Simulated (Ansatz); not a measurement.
## Energy landscape near a ZnS structure

Level of theory: DFT PBE, scalar-relativistic, plane waves, PAW in Ansatz 0.2.0.

Cutoff 420 eV; k points 10×10×10 on the computed 2-atom cell (Γ-centred); Gaussian smearing, width 0.02 eV; no spin polarisation.

Reference cell:

```
Zn S
1.0
     0.00000    2.70465    2.70465
     2.70465    0.00000    2.70465
     2.70465    2.70465    0.00000
Zn S
1 1
Cartesian
  0.0000 0.0000 0.0000
  4.0570 4.0570 4.0570
```

Each variant moves atoms of this cell by the vectors given, if any (Å), and then applies a symmetric strain (tensor components, Cartesian axes). The reference cell isn't relaxed at this level. Energies are per atom at zero smearing, counted from the lowest variant. Pressure is positive in compression.

1. strain (xx yy zz yz xz xy, %) -1.83 -1.83 -1.83 0.00 0.00 0.00
2. no strain; moves: S2 (0.000, 0.150, 0.000)
3. strain (xx yy zz yz xz xy, %) -3.24 -2.92 -1.93 -0.33 0.11 1.00; moves: Zn1 (-0.007, 0.007, -0.099); S2 (0.007, -0.007, 0.099)
4. no strain; moves: S2 (0.045, 0.000, 0.000)
5. strain (xx yy zz yz xz xy, %) -3.70 -3.70 -3.70 0.00 0.00 0.00
6. strain (xx yy zz yz xz xy, %) -2.19 -2.19 -2.19 0.00 0.00 0.00
7. no strain; moves: Zn1 (0.000, 0.150, 0.000)
8. strain (xx yy zz yz xz xy, %) 0.78 0.78 0.78 0.00 0.00 0.00

```json
{"variant": "1", "ΔE (meV/atom)": "25.6", "P (GPa)": "6.09", "largest force (eV/Å)": "0.00", "gap on mesh (eV)": "2.34", "space group": "F-43m"}
{"variant": "2", "ΔE (meV/atom)": "33.5", "P (GPa)": "2.12", "largest force (eV/Å)": "0.85", "gap on mesh (eV)": "2.02", "space group": "Imm2"}
{"variant": "3", "ΔE (meV/atom)": "?", "P (GPa)": "?", "largest force (eV/Å)": "?", "gap on mesh (eV)": "?", "space group": "?"}
{"variant": "4", "ΔE (meV/atom)": "?", "P (GPa)": "?", "largest force (eV/Å)": "?", "gap on mesh (eV)": "?", "space group": "?"}
{"variant": "5", "ΔE (meV/atom)": "84.9", "P (GPa)": "12.30", "largest force (eV/Å)": "0.00", "gap on mesh (eV)": "2.60", "space group": "F-43m"}
{"variant": "6", "ΔE (meV/atom)": "34.0", "P (GPa)": "7.16", "largest force (eV/Å)": "0.00", "gap on mesh (eV)": "2.39", "space group": "F-43m"}
{"variant": "7", "ΔE (meV/atom)": "33.5", "P (GPa)": "2.12", "largest force (eV/Å)": "0.85", "gap on mesh (eV)": "2.02", "space group": "Imm2"}
{"variant": "8", "ΔE (meV/atom)": "0.0", "P (GPa)": "-0.30", "largest force (eV/Å)": "0.00", "gap on mesh (eV)": "2.00", "space group": "F-43m"}
```

Give the withheld rows.

```csv
variant,ΔE (meV/atom),P (GPa),largest force (eV/Å),gap on mesh (eV),space group
3,105.6,9.83,1.26,2.32,P1
4,4.4,1.44,0.26,2.06,Imm2
```